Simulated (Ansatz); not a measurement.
The system is BaTiO3 (Barioperovskite).

```
CELL_PARAMETERS angstrom
3.98550 0.00000 0.00000
0.00000 2.83690 2.84515
0.00000 -2.83690 2.84515
ATOMIC_POSITIONS crystal
Ba 0.00000 0.00000 0.00000
Ti 0.50000 0.51240 0.51240
O 0.50000 0.99184 0.50524
O 0.50000 0.50524 0.99184
O 0.00000 0.48740 0.48740
```

Base run:

- Program: Ansatz 0.2.0
- Functional: LDA
- Potentials or basis: all-electron LAPW, scalar-relativistic
- Cutoff: 386 eV (chosen from the basis error)
- Basis error allowed: 0.002 eV/atom
- k mesh: 7 × 7 × 7
- Occupations: fermi-dirac, width 0.05 eV
- Spin: no spin polarisation

Its results: band gap on the k mesh 1.90 eV, indirect (least direct gap 1.99 eV); pressure -8.6 GPa; largest force 0.319 eV/Å.

Problem. The run is repeated on the same cell with these changes: functional from LDA to PBEsol. What comes out?

Solution. Band gap on the k mesh 1.94 eV, indirect (least direct gap 2.03 eV); pressure -3.9 GPa; largest force 0.290 eV/Å.

PBEsol binds less tightly than LDA, so the same cell stands under more pressure.

Caveats: spin-orbit coupling is left out, which moves the levels of the heavy elements.

A k mesh can miss the band edges.
